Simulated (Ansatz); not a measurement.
Crystal: NiO.

```
CELL_PARAMETERS angstrom
2.78306 0.00000 0.00000
-1.39153 2.41020 0.00000
0.00000 0.00000 2.71613
ATOMIC_POSITIONS crystal
Ni 0.00000 0.00000 0.00000
O 0.66667 0.33333 0.50000
```

Measurements of this composition are mostly on another form, of space group No. 225.

| Item | Value |
| --- | --- |
| Program | Ansatz 0.2.0 |
| Task | relaxation of cell and atoms |
| Functional | HF |
| Potentials or basis | Ansatz PAW |
| Cutoff | 420 eV (not typed: the program's choice for these potentials) |
| k mesh | 6 × 6 × 5 |
| Occupations | fermi-dirac, width 0.05 eV |
| Spin | collinear spin, ferromagnetic start |
| Starting moments | [1.0, 0.0] μB |

At the start: volume 9.11 Å³/atom.

Problem. How do energy, volume and symmetry change on relaxing?

Solution. It ends after 8 steps and the volume is 9.91 Å³/atom (+8.8 %); space group P-6m2 (No. 187, to 0.05 Å); moment 2.00 μB per cell.

The path:
```csv
step,energy change (eV),largest force (eV/Å),volume (Å³)
1,0.0000,0.0000,18.22
2,-0.0660,0.0000,19.18
3,-0.0835,0.0000,19.58
4,-0.0828,0.0000,19.81
5,-0.0825,0.0000,19.83
6,-0.1074,0.0000,19.83
7,-0.1075,0.0000,19.82
8,-0.1071,0.0000,19.82
```

Final structure:
```xyz
2
Lattice="2.9009 0.0000 0.0000 -1.4505 2.5123 0.0000 0.0000 0.0000 2.7201" Properties=species:S:1:pos:R:3 pbc="T T T"
Ni    0.0000    0.0000    0.0000
O     1.4505    0.8374    1.3601
```

Caveat: the k mesh is coarse (spacing up to 0.46 Å⁻¹), so the values aren't converged, least of all with exact exchange; the magnetic or orbital state may not be the lowest; the plane-wave basis is chosen anew once the cell has moved, so the energies of steps on either side of that aren't comparable; the pressure holds a Pulay correction of +2.3 GPa for the finite cutoff; a cell with one magnetic atom can't hold antiferromagnetic order, which such compounds often take; the PAW data sets come from PBE, with cores solved anew for the run's functional, which leaves a small shift of forces and pressure.
